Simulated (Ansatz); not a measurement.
# CuO: how the free axis answers a strain

CuO, Cccm, a = 4.085 Å, b = 4.101 Å, c = 5.092 Å. This isn't the usual stable structure of the compound. Ansatz: PBEsol, PAW, 420 eV, Γ-centred 10×10×8 mesh on 8 atoms, Gaussian smearing 0.10 eV; no spin polarisation. Series: biaxial strain in the a-b plane, c and atoms relaxed; x is the strain in per cent. y is the change of c in per cent of 5.092 Å.

| x (%) | y (%) |
| --- | --- |
| -6.0 | ? |
| -4.0 | 3.28 |
| -2.0 | 1.60 |
| 0.0 | 0.00 |
| 2.0 | -1.51 |
| 4.0 | -2.90 |
| 6.0 | -4.17 |

Fit y = c1 x + c2 x² to the other rows, say what c1 measures, and predict the missing y.

Least squares on the rows shown. y = −0.7719 x + 0.01253 x². With no stress along c, c1 = −(C13 + C23)/C33 = -0.772. At x = -6.0 the fit asked for gives 5.08 %. The run gave 5.02 %, so the fit is 0.06 % too high, 0.65 % of the span of the series, against an rms of 0.01 % on the fitted rows. The row lies outside the fitted range. With a term in x³ added, a fit to the same known rows predicts 5.02 %, so most of the miss is curvature that the known rows already hold.

Spin polarisation was left out, and a magnetic state may lie lower.